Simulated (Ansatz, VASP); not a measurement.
Given: the input of a run of VASP 6.6.1 on TiSi2. The cell is a database's computed one, not the measured one.

Contents of INCAR:

```
SYSTEM = TiSi2
PREC = Accurate ; ENCUT = 600
EDIFF = 1E-7 ; ISMEAR = -1
SIGMA = 0.05 ; LREAL = .FALSE.
LASPH = .TRUE. ; NELM = 80
ALGO = Normal ; ISIF = 3
LWAVE = .FALSE. ; LCHARG = .FALSE.
LMAXMIX = 4 ; LDAU = .TRUE.
LDAUTYPE = 2 ; LDAUL = 2 -1
LDAUU = 8 0 ; LDAUJ = 0 0
LDAUPRINT = 1 ; GGA = PS
IBRION = 2 ; NSW = 60
EDIFFG = -0.01
```

KPOINTS

```
regular mesh
0
G
  5 5 5
  0 0 0
```

Contents of POSCAR:

```
TiSi2
1.0
    0.0000000000      4.1175163063      4.2628978354
    2.3895119538      0.0000000000      4.2628978354
    2.3895119538      4.1175163063      0.0000000000
Ti Si
2 4
Direct
    0.7500000000      0.7500000000      0.7500000000
    0.5000000000      0.5000000000      0.5000000000
    0.4125656100      0.0874343900      0.4125656100
    0.0874343900      0.4125656100      0.0874343900
    0.1625656100      0.8374343900      0.1625656100
    0.8374343900      0.1625656100      0.8374343900
```

Potentials or basis: VASP PAW PBE potentials, release 64 (Ti_sv, Si).

Command:

```sh
$ cat potpaw_PBE.64/Ti_sv/POTCAR potpaw_PBE.64/Si/POTCAR > POTCAR
$ mpirun -np 1 vasp_std > vasp.out
```

Task: What does the same run look like in Ansatz 0.2.0? Potentials or basis there: Ansatz PAW, cutoff 420 eV.

Result: As run (cutoffs and basis follow the program's own potentials, and thresholds, step limits or extra output files can differ):

The input input.yaml:

```yaml
crystal:
  lattice:
    - [0.0, 4.1175163063, 4.2628978354]
    - [2.3895119538, 0.0, 4.2628978354]
    - [2.3895119538, 4.1175163063, 0.0]
  atoms:
    - { symbol: Ti, position: [0.75, 0.75, 0.75] }
    - { symbol: Ti, position: [0.5, 0.5, 0.5] }
    - { symbol: Si, position: [0.41256561, 0.08743439, 0.41256561] }
    - { symbol: Si, position: [0.08743439, 0.41256561, 0.08743439] }
    - { symbol: Si, position: [0.16256561, 0.83743439, 0.16256561] }
    - { symbol: Si, position: [0.83743439, 0.16256561, 0.83743439] }
hamiltonian:
  xc: pbesol
  pseudopotentials: { kind: paw }
  hubbard: { sites: [{ species: Ti, l: d, u_eff: 8.0 }] }
kpoints:
  mp_grid: { grid: [5, 5, 5] }
scf:
  occupations: { method: fermi_dirac, width: 0.05 }
output:
  forces: true
  stress: true
  eigenvalues: true
  write_density: true
  write_potential: true
  elf: true
  volumetric_format: npy
relax:
  f_tol: 0.01
  max_steps: 40
  cell: { stress_tol: 0.05 }
```

Potentials or basis: Ansatz PAW.

Run with:

```bash
$ ansatz run input.yaml --threads 2 --pin off --max-ram 5632MiB --backend cpu --events-out ev --progress --plain --runs-dir out
```

Both were run:

|  | VASP | Ansatz |
| --- | --- | --- |
| Relaxed volume | 14.79 Å³/atom | 15.50 Å³/atom |
| Relaxed cell | a = 6.048 Å, b = 4.980 Å, c = 4.854 Å, α = 75.90°, β = 53.00°, γ = 51.10° | a = 6.173 Å, b = 4.932 Å, c = 5.071 Å, α = 76.20°, β = 50.89°, γ = 52.91° |
| Space group after relaxing | Fddd (No. 70) | Fddd (No. 70) |
| Pressure after relaxing | 0.0 GPa | 0.0 GPa |

Ansatz's pressure holds a Pulay term of +0.03 GPa for its cutoff of 420 eV, which the other run lacks.

VASP's potentials were made for PBE. Ansatz's potentials were made for PBE.

Where Ansatz's input types no cutoff or centring, it takes its own default and a Γ-centred mesh.

The two runs disagree by more than potentials and bases usually give (in gap, levels, pressure or energy); the cause wasn't traced.

How U acts hangs on each program's projectors.

Pressure is positive in compression.
